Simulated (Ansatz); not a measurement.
# WS2: the cell at several levels of theory

Aim: relax the known phase of WS2 (R3m) with 3 atoms a cell with PBE-D3(BJ), r2SCAN+rVV10 and PBE-D4 and see how far the functionals disagree on the cell.

Program: Ansatz 0.2.0. PAW datasets, plane waves, zero pressure. Spin-unpolarised throughout; all numbers are computed.

## Step 1: The cell

The symmetry is R3m (No. 160, trigonal); conventional cell a = 3.158 Å, c = 18.490 Å, 17.74 Å³ an atom. Around W lie 6 S at 2.39–2.42 Å; around S lie 3 W at 2.39 Å; around S lie 3 W at 2.42 Å.

The structure in full:

```cif
data_structure
_symmetry_space_group_name_H-M 'R3m:H'
_symmetry_Int_Tables_number 160
_cell_length_a 3.1580
_cell_length_b 3.1580
_cell_length_c 18.4900
_cell_angle_alpha 90.000
_cell_angle_beta 90.000
_cell_angle_gamma 120.000
_cell_volume 159.70
loop_
_atom_site_label
_atom_site_type_symbol
_atom_site_symmetry_multiplicity
_atom_site_Wyckoff_symbol
_atom_site_fract_x
_atom_site_fract_y
_atom_site_fract_z
_atom_site_occupancy
W1 W 3 a 0.00000 0.00000 0.00000 1
S1 S 3 a 0.00000 0.00000 0.24970 1
S2 S 3 a 0.33333 0.66667 0.08567 1
```

## Step 2: Relaxation with PBE-D3(BJ)

File input.yaml:

```yaml
crystal:
  lattice:
    - [1.579, 0.9116360751, 6.1633333333]
    - [-1.579, 0.9116360751, 6.1633333333]
    - [0.0, -1.8232721501, 6.1633333333]
  atoms:
    - { symbol: W, position: [0.0, 0.0, 0.0] }
    - { symbol: S, position: [0.2497, 0.2497, 0.2497] }
    - { symbol: S, position: [0.419, 0.419, 0.419] }
kpoints:
  mp_grid: { grid: [8, 8, 8] }
hamiltonian:
  xc: pbe
  dispersion: d3bj
scf:
  occupations: { method: fermi_dirac, width: 0.02 }
relax:
  f_tol: 0.005
  cell: {}
```

Command:

```console
> ansatz run input.yaml --threads 2 --pin off --max-ram 2211MiB --backend cpu --events-out ev --progress --plain --runs-dir out
```

The runs that follow: Relaxing with r2SCAN+rVV10; Relaxation with PBE-D4.

**Question.** What will these runs give? Wanted: for each run, a; c; volume; space group; SCF geometries.

As calculated:

```
       level  a (Å)   c (Å)  volume (Å³/atom)  space group  SCF geometries
  PBE-D3(BJ)  3.157  18.124            17.386          R3m               6
r2SCAN+rVV10  3.172  18.712            18.114          R3m               8
      PBE-D4  3.159  18.216            17.488          R3m               5
```

What this shows: From the start to the first minimum the volume moved by -2.0 %. PBE-D3(BJ) gives the smallest cell and r2SCAN+rVV10 the largest; they differ by 4.2 % in volume, a mean of 1.4 % in length.
